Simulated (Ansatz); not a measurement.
**Si₃N₄, one structure, two calculations**

Cell: a structure deposited in the COD, its atoms then relaxed with PBE in this cell.

```xyz
14
Lattice="7.5950 0.0000 0.0000 -3.7975 6.5775 0.0000 0.0000 0.0000 2.9023" Properties=species:S:1:pos:R:3 pbc="T T T"
Si    5.1687    1.1416    0.9451
Si    1.5957    5.0470    2.3962
Si    4.0220    3.9054    0.9451
Si   -1.3712    5.4359    2.3962
Si    2.2018    1.5304    0.9451
Si   -0.2245    2.6720    2.3962
N    -1.0292    2.1689    0.9451
N     5.2021    0.1931    2.3963
N     2.4338    4.6017    0.9451
N     4.8267    4.4086    2.3963
N    -1.4046    6.3843    0.9451
N     1.3637    1.9758    2.3963
N     0.0000    4.3850   -0.5064
N     3.7975    2.1925    0.9448
```

Atoms are numbered from 1 in the order listed; like atoms form one site, named after its first atom.

First run. Computed with Ansatz: DFT, PBE, plane waves and PAW, scalar-relativistic, 420 eV cutoff, Γ-centred 4×4×10 k-points, Fermi–Dirac smearing 0.02 eV.

```tsv
site	atom	V_zz (10²¹ V/m²)	η
Si	1	0.99	0.42
N7	7	-4.90	0.07
N13	13	-4.83	0.00
```

Second run. The same atoms and settings, except that the functional is r2SCAN and the cutoff is 500 eV.

Task: What does the second run give?

Result: 

```tsv
site	atom	V_zz	η	change of V_zz
Si	1	0.99	0.40	0.00
N7	7	-4.89	0.08	+0.01
N13	13	-4.90	0.00	-0.07
```

The largest change of V_zz is on N13, from -4.83 to -4.90. In per cent, |V_zz| changes by 0 on Si, 0 to +1 on N (all sites that start above 0.5).

For the first run: At this cell the PBE pressure is 6 GPa, so with PBE the cell would grow if it were relaxed.
